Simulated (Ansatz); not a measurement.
Input and command of a plane-wave DFT calculation in Ansatz:

```yaml
crystal:
  lattice:
    - [2.4246941115, 0.0, 0.0]
    - [0.0, 2.4385351442, 0.0]
    - [-0.0203144631, 0.0, 4.8524328982]
  atoms:
    - { symbol: P, position: [0.99999997, 0.0, 0.25057464] }
    - { symbol: P, position: [3.0e-08, 0.0, 0.74942536] }
basis:
  ecutwfc: 420
kpoints:
  mp_grid: { grid: [18, 18, 10] }
hamiltonian:
  xc: pbe
scf:
  occupations: { method: fermi_dirac, width: 0.05 }
output:
  forces: true
  stress: true
  eigenvalues: true
```

```bash
ansatz run input.yaml --threads 2 --pin off --max-ram 2560MiB --backend cpu --events-out ev --progress --plain --runs-dir out
```

Processor: Arm Neoverse N1, 2 threads, on a host shared with other jobs.

Question: Estimate time, memory and problem size.

Answer: About 14 s on 2 threads of Arm Neoverse N1 (shared host), peak memory 0.5 GiB. It solves 9 bands at 920 k points (the mesh reduced by symmetry) with about 545 plane waves, in 6 SCF iterations.
